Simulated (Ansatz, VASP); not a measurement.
# H in VASP and in Ansatz

```
H
1.0
     1.71251   -2.58120    0.00000
     1.71251    2.58120    0.00000
     0.00000    0.00000    6.01519
H
4
Direct
  0.58493 0.41507 0.03624
  0.41507 0.58493 0.96376
  0.41507 0.58493 0.53624
  0.58493 0.41507 0.46376
```

Alike in both runs: task single point; functional PBE; k mesh 8 × 8 × 4; occupations gaussian, width 0.02 eV; no spin polarisation.

|  | VASP | Ansatz |
| --- | --- | --- |
| version | VASP 6.6.1 | Ansatz 0.2.0 |
| potentials or method | VASP PAW PBE potentials, release 64 (H) | scalar-relativistic, plane waves, PAW |
| plane-wave cutoff (eV) | 520 | 420 |
| valence electrons in the cell | 4 | 4 |

|  | VASP | Ansatz | Ansatz less VASP |
| --- | --- | --- | --- |
| gap on the k mesh at the Fermi level (eV) | 5.54 | 5.54 | 0.000 |
| least direct gap on the mesh (eV) | 5.54 | 5.54 | 0.000 |
| pressure (GPa) | -7.6 | -7.5 | +0.12 |
| largest component of the traceless stress (GPa) | 11.33 | 11.34 | +0.008 |
| rms of the force components (eV/Å) | 2.344 | 2.342 | -0.0020 |

Atom by atom the forces differ by 0.002 eV/Å (rms over components).

Caveats: forces of over 1 eV/Å show positions far from the minimum, so gaps and moduli don't describe the material at rest. A k mesh can miss the band edges.
